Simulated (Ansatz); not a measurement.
The system is SnO.

```
Sn O
1.0
     3.81370    0.00000    0.00000
     0.00000    3.81370    0.00000
     0.00000    0.00000    4.88691
Sn O
2 2
Direct
  0.50000 0.00000 0.76463
  0.00000 0.50000 0.23537
  0.00000 0.00000 0.00000
  0.50000 0.50000 0.00000
```

The cell is a database's computed one.

Base run:

| Quantity | Value |
| --- | --- |
| Program | Ansatz 0.2.0 |
| Functional | LDA |
| Potentials or basis | Ansatz PAW |
| Cutoff | 420 eV (not typed: the program's choice for these potentials) |
| k mesh | 7 × 7 × 6 |
| Occupations | fermi-dirac, width 0.05 eV |
| Spin | no spin polarisation |

Its results: band gap on the k mesh 0.45 eV, indirect (least direct gap 2.01 eV); pressure -3.3 GPa; largest force 0.235 eV/Å.

**Question.** The run is repeated on the same cell with these changes: functional from LDA to r2SCAN-EpsX; cutoff from 420 eV (not typed: the program's choice for these potentials) to 500 eV (not typed: the program's choice for these potentials); k mesh from 7 × 7 × 6 to 4 × 4 × 3. What comes out?

**Answer.** Band gap on the k mesh 0.84 eV, indirect (least direct gap 3.11 eV); pressure -1.9 GPa; largest force 0.377 eV/Å.

Several settings changed at once, so the effect can't be laid on one alone.

Caveats: some runs use coarse meshes; spin-orbit coupling is left out, which moves the levels of the heavy elements; the PAW data sets come from PBE, with cores solved anew for the run's functional, which leaves a small shift of forces and pressure; the k mesh misses the band edges, so the gap on the mesh is wider than the one along the path (some runs); the thresholds are loose for stress (some runs).
